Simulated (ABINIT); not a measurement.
# TiO2 (Anatase) (I4_1/amd) in ABINIT: optical spectrum with LDA

Aim: the optical spectrum of TiO2 (Anatase) with LDA.

Everything below comes from runs of ABINIT 10.8.3 (patched build). Logs are shortened: lines on timing, memory, paths and dates and some standing lists are left out, and cuts for length are marked. The log counts tension as positive stress, the text compression.

### 1 The crystal as given

Symmetry: I4_1/amd, No. 141, tetragonal system. The conventional cell has a = 3.784 Å, b = 3.784 Å, c = 9.515 Å, α = 90.00°, β = 90.00°, γ = 90.00°. Ti (site symmetry -4m2) has 6 O at 1.93 to 1.98 Å as nearest neighbours. O (site symmetry 2mm) is surrounded by 3 Ti at 1.93 to 1.98 Å.

### 2 Optical spectrum, LDA

Input file run.abi:

```
# Datasets
ndtset 3

# Pseudopotentials
pp_dirpath "./"
pseudos "Ti.upf, O.upf"

# Structure
acell 3*1.0 Angstrom
rprim
    -1.8921000000     1.8921000000     4.7573000000
     1.8921000000    -1.8921000000     4.7573000000
     1.8921000000     1.8921000000    -4.7573000000
ntypat 2
znucl 22 8
natom 6
typat 1 1 2 2 2 2
xred
            3/4            1/4            1/2
            0.0            0.0            0.0
   0.7919000000   0.7919000000            0.0
   0.5419000000   0.0419000000            1/2
   0.9581000000   0.4581000000            1/2
   0.2081000000   0.2081000000            0.0

# Plane-wave basis
ecut 35.0

# k points
ngkpt 12 12 12
nshiftk 1
shiftk 0.0 0.0 0.0
istwfk *1

# Exchange and correlation
ixc 7

# Bands and occupations
occopt 1

# SCF cycle
nstep 80
diemac 6.0

# Output
iomode 3
prteig 0
prtebands 0

# Dataset 1: ground state
nband1 24
tolvrs1 1.0e-12
prtden1 1
prtwf1 0
kptopt1 1

# Dataset 2: empty bands at fixed density
iscf2 -2
getden2 1
nband2 34
nbdbuf2 4
tolwfr2 1.0e-12
nstep2 120
prtden2 0
kptopt2 1

# Dataset 3: wave functions and velocity matrix elements in the full zone
optdriver3 8
wfk_task3 "wfk_optics_fullbz"
getwfk3 2
nband3 30
kptopt3 1
prtevk3 1
inclvkb3 2
```

Input file optic.abi:

```
&FILES
 ddkfile_1 = 'runo_DS3_1_EVK.nc',
 ddkfile_2 = 'runo_DS3_2_EVK.nc',
 ddkfile_3 = 'runo_DS3_3_EVK.nc',
 wfkfile = 'runo_DS3_WFK.nc'
/
&PARAMETERS
 broadening = 0.007350,
 domega = 0.002,
 maxomega = 0.8,
 scissor = 0.000000,
 tolerance = 0.002
/
&COMPUTATIONS
 num_lin_comp = 2,
 lin_comp = 11,33,
 num_nonlin_comp = 0
/
```

Potentials or basis: PseudoDojo NC SR LDA v0.4.1 standard.

Started as:

```
> mpirun --bind-to none -np 4 abinit run.abi > log 2>&1
> optic optic.abi > optic.log 2>&1
```

run.abo:

```text
.Version 10.8.3 of ABINIT
 DATASET    1 : space group I4_1/a m d (#141); Bravais tI (body-center tetrag.)
================================================================================
 Values of the parameters that define the memory need for DATASET  1.
     intxc =       0    ionmov =       0      iscf =       7    lmnmax =       6
     lnmax =       6     mgfft =      60  mpssoang =       3    mqgrid =    3001
     natom =       6  nloc_mem =       1    nspden =       1   nspinor =       1
    nsppol =       1      nsym =      16    n1xccc =    2501    ntypat =       2
    occopt =       1   xclevel =       1
       mpw =        4584          nfft =      216000          nkpt =         163
================================================================================
================================================================================
[... 13 lines left out ...]
 DATASET    3 : space group I4_1/a m d (#141); Bravais tI (body-center tetrag.)
================================================================================
 Values of the parameters that define the memory need for DATASET  3.
     intxc =       0    ionmov =       0      iscf =       7    lmnmax =       6
     lnmax =       6     mgfft =      60  mpssoang =       3    mqgrid =    3001
     natom =       6  nloc_mem =       1    nspden =       1   nspinor =       1
    nsppol =       1      nsym =      16    n1xccc =    2501    ntypat =       2
    occopt =       1   xclevel =       1
       mpw =        4584          nfft =      216000          nkpt =         163
================================================================================
================================================================================

--------------------------------------------------------------------------------
------------- Echo of variables that govern the present computation ------------
--------------------------------------------------------------------------------
 -outvars: echo values of preprocessed input variables --------
            acell      1.8897261259E+00  1.8897261259E+00  1.8897261259E+00 Bohr
              amu      4.78800000E+01  1.59994000E+01
           diemac      6.00000000E+00
             ecut      3.50000000E+01 Hartree
           getden1          0
           getden2          1
           getden3          0
           getwfk1          0
           getwfk2          0
           getwfk3          2
             iscf1          7
             iscf2         -2
             iscf3          7
                       outvar_i_n : Printing only first  50 k-points.
              ixc           7
           jdtset        1    2    3
                       outvar_i_n : Printing only first  50 k-points.
[... 379 lines left out ...]
              =  1.000000000000  1.000000000000  1.000000000000 angstroms
 Eigenvalues (hartree) for nkpt= 163  k points:
 kpt#   1, nband= 34, wtk=  0.00058, kpt=  0.0000  0.0000  0.0000 (reduced coord)
  -1.91148   -1.90909   -1.05974   -1.05052   -1.05052   -1.04774   -1.04774   -1.04452
  -0.50006   -0.46117   -0.45518   -0.44257   -0.00931   -0.00553   -0.00553    0.00902
   0.05896    0.05896    0.06131    0.10801    0.10801    0.10831    0.11917    0.11917
   0.21197    0.24050    0.28235    0.28235    0.28396    0.28396    0.32570    0.33592
   0.33677    0.36803
 prteigrs : prtvol=0 or 1, do not print more k-points.

================================================================================
== DATASET  3 ==================================================================

--- !DatasetInfo
iteration_state: {dtset: 3, }
dimensions: {natom: 6, nkpt: 163, mband: 30, nsppol: 1, nspinor: 1, nspden: 1, mpw: 4584, }
cutoff_energies: {ecut:  35.0, pawecutdg:  -1.0, }
electrons: {nelect:   4.80000000E+01, charge:   0.00000000E+00, occopt:   1.00000000E+00, tsmear:   1.00000000E-02, }
meta: {optdriver: 8, wfk_task: 7, }
...

 mkfilename : getwfk/=0, take file _WFK from output of DATASET   2.

 Exchange-correlation functional for the present dataset will be:
  LDA: Perdew-Wang 92 LSD fit to Ceperley-Alder data - ixc=7
  J.P.Perdew and Y.Wang, PRB 45, 13244 (1992)

--------------------------------------------------------------------------------

 Computation of velocity matrix elements (DDK)

 Parameters extracted from the Abinit header:
    ecut:     35.0
    nkpt:    1728
    mband:   34
    nsppol:  1
    nspinor: 1
    useylm:  0
    inclvkb: 2
    bmin: 1, bmax: 34
    Computing diagonal and off-diagonal matrix elements
    Between band index bmin: 1, bmax: 34

== END DATASET(S) ==============================================================
================================================================================

 -outvars: echo values of variables after computation  --------
            acell      1.8897261259E+00  1.8897261259E+00  1.8897261259E+00 Bohr
           etotal1    -1.8509680160E+02
           etotal3     0.0000000000E+00
            fcart1    -1.5314057593E-19 -8.5802862652E-21  1.4456028966E-19
                      -1.5314057593E-19 -8.5802862657E-21  1.4456028966E-19
                       1.8020747917E-20  1.6258103758E-19  2.6717603768E-03
                       5.0318333450E-19  6.4774362417E-19  2.6717603768E-03
                       5.7897251623E-20 -1.0985850657E-18 -2.6717603768E-03
                      -2.7282018218E-19  3.0542097647E-19 -2.6717603768E-03
            fcart3     0.0000000000E+00  0.0000000000E+00  0.0000000000E+00
                       0.0000000000E+00  0.0000000000E+00  0.0000000000E+00
                       0.0000000000E+00  0.0000000000E+00  0.0000000000E+00
                       0.0000000000E+00  0.0000000000E+00  0.0000000000E+00
                       0.0000000000E+00  0.0000000000E+00  0.0000000000E+00
                       0.0000000000E+00  0.0000000000E+00  0.0000000000E+00
            rprim     -1.8921000000E+00  1.8921000000E+00  4.7573000000E+00
                       1.8921000000E+00 -1.8921000000E+00  4.7573000000E+00
                       1.8921000000E+00  1.8921000000E+00 -4.7573000000E+00
           strten1     3.1702980342E-04  3.1702980342E-04  2.8824343605E-04
                       0.0000000000E+00  0.0000000000E+00  0.0000000000E+00
           strten3     0.0000000000E+00  0.0000000000E+00  0.0000000000E+00
                       0.0000000000E+00  0.0000000000E+00  0.0000000000E+00
           xangst      1.1750094465E-16  1.8921000000E+00  2.3786500000E+00
                       0.0000000000E+00  0.0000000000E+00  0.0000000000E+00
                       7.8518526085E-17 -8.3253189295E-17  7.5346117400E+00
                      -2.4936590812E-17  1.8921000000E+00  3.9866174000E-01
                       1.1750094465E-16  1.8921000000E+00  4.3586382600E+00
                       2.0881547650E-17 -2.2125749461E-17  1.9799882600E+00
             xred      7.5000000000E-01  2.5000000000E-01  5.0000000000E-01
                       0.0000000000E+00  0.0000000000E+00  0.0000000000E+00
                       7.9190000000E-01  7.9190000000E-01 -1.2511662203E-18
                       5.4190000000E-01  4.1900000000E-02  5.0000000000E-01
                       9.5810000000E-01  4.5810000000E-01  5.0000000000E-01
                       2.0810000000E-01  2.0810000000E-01 -3.2878859761E-19
 Calculation completed.
```

optic_0001_0001-linopt.out:

```text
#calculated the component:  1  1  of dielectric function
 #broadening:    0.000000E+00    7.350000E-03
 #scissors shift:    0.000000E+00
 #energy window:    6.331732E+01eV    2.326869E+00Ha
 # Energy(eV)         Im(eps(w))
    2.721139E-01    2.960576E-02
    8.163416E-01    9.740818E-02
    1.360569E+00    2.007639E-01
    1.904797E+00    4.357800E-01
    2.449025E+00    1.671584E+00
    2.993252E+00    3.529252E+00
[... 32 lines left out ...]
    2.095277E+01    1.265434E-01
    2.149700E+01    4.840992E-02
[... 169 lines left out ...]
    1.904797E+00    2.175533E-01
    2.449025E+00    2.540959E-01
    2.993252E+00    2.740240E-01
[... 32 lines left out ...]
    2.095277E+01    2.152790E-02
    2.149700E+01    1.148018E-02
 # Energy(eV)         absorption coeff (in 10^6 m-1) = omega Im(eps) / c n(eps)
    1.632683E-01    5.863830E-03
    7.074960E-01    1.171850E-01
    1.251724E+00    4.297075E-01
    1.795951E+00    1.226554E+00
    2.340179E+00    4.923080E+00
    2.884407E+00    1.541841E+01
[... 32 lines left out ...]
    2.084392E+01    2.067366E+01
    2.138815E+01    7.523361E+00
```

Wall time 15 min (4 MPI ranks of Arm Neoverse V2, shared host); peak memory 5.9 GiB.

Results:

* Free energy: -5036.7406 eV
* Largest force: 0.137 eV/Å

Forces in eV/Å, atoms in the order of the input:
```
Ti   0.000  0.000  0.000
Ti   0.000  0.000  0.000
O    0.000  0.000  0.137
O    0.000  0.000  0.137
O    0.000  0.000 -0.137
O    0.000  0.000 -0.137
```

Dielectric function (mean over the directions given):
```csv
energy (eV),real part,imaginary part
0.33,6.14,0.03
1.31,6.59,0.17
2.29,8.23,0.85
3.37,9.27,6.05
4.35,3.22,7.95
5.44,0.84,5.37
6.42,2.71,4.67
7.51,-1.07,7.28
8.49,-2.79,3.49
9.58,-2.60,2.38
10.56,-1.73,0.85
11.65,-0.92,0.25
12.63,-0.40,0.09
13.71,-0.03,0.05
14.69,0.20,0.04
15.78,0.38,0.03
16.76,0.52,0.03
17.85,0.67,0.03
18.83,0.86,0.19
19.92,0.64,0.29
```

Caveat: spectra need much finer meshes, so this one isn't converged; independent-particle spectra lack excitons.
